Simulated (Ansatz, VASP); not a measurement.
# Ir in VASP and in Ansatz

```xyz
1
Lattice="0.0000 1.9221 1.9221 1.9221 0.0000 1.9221 1.9221 1.9221 0.0000" Properties=species:S:1:pos:R:3 pbc="T T T"
Ir    0.0000    0.0000    0.0000
```

Alike in both runs: task single point; functional r2SCAN; k mesh 26 × 26 × 26; occupations gaussian, width 0.15 eV; no spin polarisation.

```csv
,VASP,Ansatz
version,VASP 6.6.1,Ansatz 0.2.0
potentials or method,"VASP PAW PBE potentials, release 64 (Ir)","scalar-relativistic, plane waves, PAW"
plane-wave cutoff (eV),520,500
valence electrons in the cell,9,17
```

Ansatz gave:

| Item | Value |
| --- | --- |
| gap on the k mesh at the Fermi level (eV) | none |
| pressure (GPa) | 0.0 |

Which values does VASP return?

gap on the k mesh at the Fermi level (eV): none; pressure (GPa): 2.5.

A gap of «none» marks a metal or a gap that the smearing closes. With one functional, cell and mesh, what is left measures potentials, basis and numerics. The two sets of potentials don't hold the same shells in valence.

Caveats: the PAW data sets were made with another functional, which shifts forces and pressure a little (VASP). Spin-orbit coupling is left out, which matters for the levels of Ir.
